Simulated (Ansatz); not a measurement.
Runs of Ansatz 0.2.0 on RbBr. The structure is cubic, space group Pm-3m (No. 221). Conventional cell: a = 4.126 Å, b = 4.126 Å, c = 4.126 Å, α = 90.00°, β = 90.00°, γ = 90.00°. Rb (site symmetry m-3m) has 8 Br at 3.57 Å as nearest neighbours. Br (site symmetry m-3m) is surrounded by 8 Rb at 3.57 Å. The cell comes from a database or a generator and needn't be the stable form of this composition.

```tsv
share of exact exchange	gap on the mesh (eV)	pressure (GPa)
0.4	6.03	0.2
0.2	(d)	0.5
0.15	4.80	0.6
0.05	4.32	0.8
0.3	5.53	(c)
0.1	4.56	(b)
0.25	(a)	0.5
0.5	6.54	0.1
```

Alike in all rows: task single point; level HSE06 form with a typed share of exact exchange; potentials or basis Ansatz PAW; no spin polarisation; cell as given; k mesh 4 × 4 × 4; cutoff (eV) 420; smearing fermi-dirac 0.05 eV.

Fill in the values left out.

(a) 5.28; (b) 0.7; (c) 0.4; (d) 5.04.

Caveats: the PAW data sets come from PBE, with cores solved anew for the run's functional, which leaves a small shift of forces and pressure; the thresholds are loose for stress.

A k mesh can miss the band edges, and the runs leave out spin-orbit coupling on Br, Rb.
